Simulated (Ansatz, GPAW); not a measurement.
## Geometry or basis: what sets the conductance of azulenedithiol between two Al chains

Wanted: T(E) of azulenedithiol between two Al chains at a relaxed geometry in two programs, beside the unrelaxed structure.

Main program and level: GPAW 26.7.0 and Ansatz 0.2.0; Ansatz plane waves; relaxation of the junction with the lead ends held; PAW set soft_1, in the first sound run; inputs show where later runs differ.

This is a report of a sequence of runs, with most program output left out.

## 1. Set-up

The cell holds 32 atoms: 14 Al, 2 S, 10 C and 6 H. Its edges and angles: a = 15.793 Å, b = 9.000 Å, c = 41.536 Å, α = 90.0°, β = 90.0°, γ = 90.0°. Regions: left lead, 7 atoms (7 Al); channel, 18 atoms (2 S, 10 C and 6 H); right lead, 7 atoms (7 Al). Vacuum lies along a and b. The structure is stacked along c, and the current runs across the ab planes.

## 2. Relaxation

Transmission follows bond lengths closely, so the atoms between the held lead ends are relaxed first, from a slightly shaken start that lets symmetry break.

File input.yaml:

```yaml
crystal:
  lattice:
    - [15.7929843069, 0.0, 0.0]
    - [0.0, 9.0, 0.0]
    - [0.0, 0.0, 41.5356031808]
  atoms:
    - { symbol: Al, position: [0.5, 0.5, 0.0288908769] }
    - { symbol: Al, position: [0.5, 0.5, 0.0866726308] }
    - { symbol: Al, position: [0.5, 0.5, 0.1444543847] }
    - { symbol: Al, position: [0.5, 0.5, 0.2022361386] }
    - { symbol: Al, position: [0.5, 0.5, 0.2600178924] }
    - { symbol: Al, position: [0.5017269919, 0.5025046555, 0.3177812007] }
    - { symbol: Al, position: [0.5012394851, 0.4978301544, 0.3742600092] }
    - { symbol: S, position: [0.3732427611, 0.5016010453, 0.3931734191] }
[... 20 atom lines left out ...]
    - { symbol: Al, position: [0.5, 0.5, 0.7977638614] }
    - { symbol: Al, position: [0.5, 0.5, 0.8555456153] }
    - { symbol: Al, position: [0.5, 0.5, 0.9133273692] }
    - { symbol: Al, position: [0.5, 0.5, 0.9711091231] }
kpoints:
  mp_grid: { grid: [1, 1, 2] }
hamiltonian:
  xc: pbe
  pseudopotentials: { kind: paw, azcp: { folder: soft_1 } }
scf:
  occupations: { method: fermi_dirac, width: 0.1 }
relax:
  f_tol: 0.03
  max_steps: 80
  constraints: [{ sites: [0, 1, 2, 3, 4, 27, 28, 29, 30, 31] }]
```

The run is started by

```bash
> ansatz run input.yaml --threads 4 --pin off --max-ram 8192MiB --backend cpu --events-out ev --progress --plain --runs-dir out
```

It took 4.4 min on 4 threads of Arm Neoverse V2, shared host; peak memory 6 GiB.

The steps of the relaxation:

```
step  energy less that of the first step (eV)  largest force component (eV/Å)
   1                                   0.0000                          3.1791
   2                                  -1.0466                          1.6325
   3                                  -1.4711                          0.6016
   4                                  -1.5997                          0.4131
   5                                  -1.7005                          0.2063
   6                                  -1.7465                          0.1272
   7                                  -1.7788                          0.1739
   8                                  -1.8031                          0.0957
   9                                  -1.8243                          0.0580
  10                                  -1.8432                          0.1232
  11                                  -1.8646                          0.1526
  12                                  -1.8874                          0.1049
  13                                  -1.9024                          0.0749
  14                                  -1.9085                          0.0870
  15                                  -1.9099                          0.0201
  16                                  -1.9099                          0.0197
```

The atoms that moved most (Å):

```
atom      dx      dy      dz  length
 Al6  -1.789   0.052  -0.544   1.871
Al27  -1.486  -0.021   0.358   1.528
 Al7  -1.431   0.068  -0.285   1.460
  S8  -1.373   0.051  -0.001   1.374
 H16  -1.126   0.036  -0.096   1.131
 H10  -1.121  -0.010   0.123   1.128
 C19  -1.120   0.030  -0.035   1.121
 H11  -1.049   0.085  -0.137   1.061
```

This step gave:

* free energy: -11907.4578 eV
* smearing term TS: 0.6358 eV
* symmetry operations: 1

The relaxation lowered the energy of the cell by 1.91 eV.

## 3. Plane waves, PBE

Plane waves give the reference curve, free of the bias of atom-centred orbitals.

This step: Ansatz plane waves; Landauer transmission by layers, zero bias; PAW set soft_1 (Ansatz 0.2.0).

File input.yaml:

```yaml
crystal:
  lattice:
    - [15.7929843069, 0.0, 0.0]
    - [0.0, 9.0, 0.0]
    - [0.0, 0.0, 41.5356031808]
  atoms:
    - { symbol: Al, position: [0.5, 0.5, 0.0288908769] }
    - { symbol: Al, position: [0.5, 0.5, 0.0866726308] }
    - { symbol: Al, position: [0.5, 0.5, 0.1444543847] }
    - { symbol: Al, position: [0.5, 0.5, 0.2022361386] }
    - { symbol: Al, position: [0.5, 0.5, 0.2600178924] }
    - { symbol: Al, position: [0.3884220331, 0.5083276223, 0.3046774314] }
    - { symbol: Al, position: [0.4106552525, 0.5053840968, 0.367398897] }
    - { symbol: S, position: [0.2863056429, 0.5072769968, 0.393160598] }
[... 20 atom lines left out ...]
    - { symbol: Al, position: [0.5, 0.5, 0.7977638614] }
    - { symbol: Al, position: [0.5, 0.5, 0.8555456153] }
    - { symbol: Al, position: [0.5, 0.5, 0.9133273692] }
    - { symbol: Al, position: [0.5, 0.5, 0.9711091231] }
kpoints:
  mp_grid: { grid: [1, 1, 2] }
hamiltonian:
  xc: pbe
  pseudopotentials: { kind: paw, azcp: { folder: soft_1 } }
scf:
  occupations: { method: fermi_dirac, width: 0.1 }
output:
  transmission:
    leads: [[0, 1]]
    e_range: [-2, 2]
    de: 0.025
    kmesh: [1, 1]
    reduced_basis: true
  write_potential: true
  write_density: true
  volumetric_format: npy
```

It took 2.7 h on 4 threads; peak memory 6.6 GiB.

This step gave:

```
free energy                                             : -11907.4579 eV
lead level                                              : 0 eV from the Fermi level
transmission at the Fermi level (one spin)              : 0.01432
open channels of the lead at the Fermi level (one spin) : 2
step of the potential along the lead                    : 4 meV
offset of the lead                                      : 0 Å
filling of the lead less its bulk value, in size        : 10.2 meV
conductance                                             : 0.01422 G₀
```

One spin. Table of transmission, zone mean by energy, zero at the Fermi level:

energy (eV), transmission, zone mean and a bar:
```
   -2.000      0.002 
   -1.900      0.003 
   -1.800      0.004 
   -1.700      0.006 
   -1.600      0.009 
   -1.500      0.008 
   -1.400      0.002 
   -1.300      0.000 
   -1.200      0.000 
   -1.100      0.000 
   -1.000      0.000 
   -0.900      0.000 
   -0.800      0.000 
   -0.700      0.000 
   -0.600      0.000 
   -0.500      0.000 
   -0.400      0.000 
   -0.300      0.001 
   -0.200      0.004 
   -0.100      0.009 
    0.000      0.014 
    0.100      0.018 #
    0.200      0.023 #
    0.300      0.030 #
    0.400      0.041 #
    0.500      0.058 ##
    0.600      0.081 ###
    0.700      0.111 ####
    0.800      0.149 #####
    0.900      0.198 #######
    1.000      0.270 #########
    1.100      0.387 #############
    1.200      0.585 ###################
    1.300      0.845 ############################
    1.350      0.914 ##############################
    1.400      0.877 #############################
    1.500      0.605 ####################
    1.600      0.384 #############
    1.700      0.280 #########
    1.800      0.263 #########
    1.900      0.377 ############
    2.000      0.892 #############################
```

One spin. Table of open channels, zone mean by energy, zero at the Fermi level:

| energy (eV) | open channels, zone mean |
| --- | --- |
| -2.000 | 1 |
| -1.800 | 1 |
| -1.600 | 1 |
| -1.400 | 1 |
| -1.200 | 0 |
| -1.000 | 0 |
| -0.800 | 0 |
| -0.600 | 0 |
| -0.400 | 0 |
| -0.200 | 2 |
| 0.000 | 2 |
| 0.200 | 2 |
| 0.400 | 2 |
| 0.600 | 2 |
| 0.800 | 2 |
| 1.000 | 3 |
| 1.200 | 3 |
| 1.400 | 3 |
| 1.600 | 3 |
| 1.800 | 3 |
| 2.000 | 3 |

Crystal 0, spin -, k parallel (0, 0); distinct values, listed up to 1.5 1/Å. Table of Im kz of the slowest decaying states by energy, zero at the Fermi level:

| energy (eV) | decay 1 (Å⁻¹) | decay 2 (Å⁻¹) | decay 3 (Å⁻¹) | decay 4 (Å⁻¹) |
| --- | --- | --- | --- | --- |
| -2.0000 | 0.671 | 0.674 | 1.17 | 1.26 |
| -1.7500 | 0.616 | 0.619 | 1.14 | 1.24 |
| -1.5000 | 0.556 | 0.560 | 1.11 | 1.21 |
| -1.2500 | 0.489 | 0.493 | 1.08 | 1.18 |
| -1.0000 | 0.0781 | 0.411 | 0.416 | 1.05 |
| -0.7500 | 0.103 | 0.314 | 0.320 | 1.02 |
| -0.5000 | 0.116 | 0.169 | 0.179 | 0.988 |
| -0.2500 | 0.121 | 0.954 | 1.07 | 1.09 |
| 0.0000 | 0.119 | 0.919 | 1.04 | 1.06 |
| 0.2500 | 0.110 | 0.882 | 1.00 | 1.03 |
| 0.5000 | 0.0939 | 0.844 | 0.970 | 0.995 |
| 0.7500 | 0.0638 | 0.805 | 0.936 | 0.961 |
| 1.0000 | 0.763 | 0.900 | 0.926 | 0.971 |
| 1.2500 | 0.718 | 0.863 | 0.890 | 0.936 |
| 1.5000 | 0.670 | 0.824 | 0.852 | 0.900 |
| 1.7500 | 0.619 | 0.783 | 0.812 | 0.863 |
| 2.0000 | 0.563 | 0.740 | 0.770 | 0.824 |

Crystal 0, spin -, k parallel (0, 0). Table of Re kz of states that move upwards by energy, zero at the Fermi level:

| energy (eV) | channel 1 (Å⁻¹) | channel 2 (Å⁻¹) | channel 3 (Å⁻¹) |
| --- | --- | --- | --- |
| -2.000 | 1.13 | - | - |
| -1.900 | 1.15 | - | - |
| -1.800 | 1.16 | - | - |
| -1.700 | 1.18 | - | - |
| -1.600 | 1.20 | - | - |
| -1.500 | 1.22 | - | - |
| -1.400 | 1.24 | - | - |
| -1.300 | 1.27 | - | - |
| -1.200 | - | - | - |
| -1.100 | - | - | - |
| -1.000 | - | - | - |
| -0.900 | - | - | - |
| -0.800 | - | - | - |
| -0.700 | - | - | - |
| -0.600 | - | - | - |
| -0.500 | - | - | - |
| -0.400 | - | - | - |
| -0.300 | 0.156 | 0.166 | - |
| -0.200 | 0.229 | 0.236 | - |
| -0.100 | 0.284 | 0.290 | - |
| 0.000 | 0.330 | 0.335 | - |
| 0.100 | 0.370 | 0.374 | - |
| 0.200 | 0.406 | 0.410 | - |
| 0.300 | 0.439 | 0.443 | - |
| 0.400 | 0.470 | 0.474 | - |
| 0.500 | 0.499 | 0.503 | - |
| 0.600 | 0.527 | 0.530 | - |
| 0.700 | 0.553 | 0.556 | - |
| 0.800 | 0.578 | 0.581 | - |
| 0.900 | 0.602 | 0.604 | - |
| 1.000 | -1.26 | 0.625 | 0.627 |
| 1.100 | -1.24 | 0.647 | 0.649 |
| 1.200 | -1.22 | 0.668 | 0.671 |
| 1.300 | -1.20 | 0.689 | 0.691 |
| 1.400 | -1.19 | 0.709 | 0.711 |
| 1.500 | -1.17 | 0.729 | 0.731 |
| 1.600 | -1.16 | 0.748 | 0.750 |
| 1.700 | -1.15 | 0.767 | 0.768 |
| 1.800 | -1.14 | 0.785 | 0.787 |
| 1.900 | -1.12 | 0.802 | 0.804 |
| 2.000 | -1.11 | 0.820 | 0.822 |

The electrostatic potential energy of an electron (with the applied field's), less the Fermi level, planar mean oscillates, so the rows of the table below give means over windows of 2.31 Å about each position, cut where the curve ends. Its first 14 maxima inside the range that stand out by 2 % of the span (Å: eV): 2.5: 4.01, 4.8: 4.01, 7.2: 4.01, 9.5: 3.99, 11.7: 3.66, 14.0: 4.04, 17.3: 4.03, 19.6: 3.78, 20.8: 3.28, 22.1: 3.71, 24.1: 3.93, 27.4: 4.02, 29.7: 3.78, 32.0: 3.98. Its first 14 minima: 1.4: 3.64, 3.3: 3.63, 5.8: 3.64, 8.1: 3.63, 11.2: 3.54, 12.3: 3.55, 16.0: 3.23, 18.7: 2.90, 20.3: 3.06, 21.2: 2.80, 22.9: 2.83, 25.4: 3.14, 29.0: 3.55, 30.4: 3.56.

The electrostatic potential energy of an electron (with the applied field's), less the Fermi level, planar mean by z; means over each step:

z (Å), electrostatic potential energy of an electron (with the applied field's), less the Fermi level, planar mean (eV) and a bar from the least value:
```
     1.16       3.77 ##############################
     3.46       3.77 ##############################
     5.77       3.77 ##############################
     8.08       3.77 ##############################
    10.39       3.72 ###########################
    12.70       3.68 #########################
    15.01       3.66 ########################
    17.32       3.61 ######################
    19.63       3.27 ######
    21.94       3.15 
    24.25       3.46 ###############
    26.56       3.69 ##########################
    28.87       3.66 ########################
    31.18       3.72 ############################
    33.49       3.77 ##############################
    35.80       3.77 ##############################
    38.11       3.77 ##############################
    40.42       3.75 #############################
```

The valence density, planar mean oscillates, so the rows of the table below give means over windows of 1 Å about each position, cut where the curve ends. Its first 14 maxima inside the range that stand out by 2 % of the span (Å: e/Å³): 2.3: 0.0100, 4.8: 0.0100, 7.1: 0.0100, 9.4: 0.0101, 11.7: 0.0130, 16.2: 0.0334, 18.6: 0.0685, 21.1: 0.0643, 23.1: 0.0685, 25.4: 0.0345, 29.7: 0.0115, 32.2: 0.0101, 34.5: 0.0100, 36.8: 0.0100. Its first 14 minima: 1.2: 0.00718, 3.6: 0.00717, 5.9: 0.00721, 8.4: 0.00727, 10.5: 0.00805, 14.0: 0.00781, 17.3: 0.0164, 19.6: 0.0399, 22.1: 0.0403, 24.2: 0.0179, 28.4: 0.00778, 30.9: 0.00770, 33.2: 0.00728, 35.6: 0.00721.

The valence density, planar mean by z; means over each step:

z (Å), valence density, planar mean (e/Å³) and a bar from the least value:
```
        0     0.0099 #
        1     0.0078 
        2     0.0094 #
        3     0.0088 #
        4     0.0083 
        5     0.0097 #
        6     0.0077 
        7     0.0098 #
        8     0.0082 
        9     0.0090 #
       10     0.0093 #
       11     0.0097 #
       12     0.0118 ##
       13     0.0084 
       14     0.0081 
       15     0.0116 ##
       16     0.0295 #############
       17     0.0210 ########
       18     0.0381 #################
       19     0.0548 ###########################
       20     0.0457 ######################
       21     0.0592 ##############################
       22     0.0446 #####################
       23     0.0600 ##############################
       24     0.0248 ##########
       25     0.0298 #############
       26     0.0196 #######
       27     0.0087 #
       28     0.0082 
       29     0.0093 #
       30     0.0106 ##
       31     0.0083 
       32     0.0098 #
       33     0.0079 
       34     0.0094 #
       35     0.0087 #
       36     0.0084 
       37     0.0096 #
       38     0.0077 
       39     0.0098 #
       40     0.0081 
       41     0.0089 #
```

T at the Fermi level is 0.0143 of 2 open channels a spin.

(Continued in part 2 of 3.)

[Logs are printed without paths, hosts, clocks, repeated set-up lines and the standing remarks that a program may print on its own settings, such as how far it seeks lower states.]

[Hosts, paths, dates, database ids (printed as entryN), source tags and the programs' standing remarks are cut or masked in the printed files.]
